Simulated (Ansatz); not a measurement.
## Vibrational response of SnS₂ at 50 GPa

Theory: DFT LDA, scalar-relativistic, plane waves, PAW in Ansatz. Settings: 420 eV plane-wave cutoff, Γ-centred 12×12×12 mesh, Fermi-Dirac smearing of 0.15 eV. No spin polarisation. Phonons by linear response, acoustic sum rule imposed.

The cell, relaxed at 50 GPa:
```yaml
crystal:
  lattice:
    - [3.79689, 0.00000, 0.00000]
    - [-1.89844, 3.28820, 0.00000]
    - [0.00000, 0.00000, 3.34387]
  atoms:
    - { symbol: Sn, position: [0.00000, 0.00000, 0.00000] }
    - { symbol: S, position: [0.66667, 0.33333, 0.33876] }
    - { symbol: S, position: [0.33333, 0.66667, 0.66124] }
```

In a metal, frequencies and elastic constants depend on the k mesh and the smearing, soft modes and shear constants most. Spin–orbit coupling is left out, which matters for heavy elements. Other phases may be more stable at this pressure. A semilocal functional can close a gap that the real compound has.

Optical modes at Γ; i marks an imaginary frequency:
```json
{"frequency (cm⁻¹)": "262", "degeneracy": "1"}
{"frequency (cm⁻¹)": "304", "degeneracy": "2"}
{"frequency (cm⁻¹)": "352", "degeneracy": "1"}
{"frequency (cm⁻¹)": "435", "degeneracy": "2"}
```

All 6 optical modes at Γ are real: no displacement of atoms at fixed cell lowers the energy to second order. Strains and modes at other wave vectors aren't tested by this run.

Cost: 1 run of about 2.5 core-minutes, on Arm Neoverse V1 (shared hosts).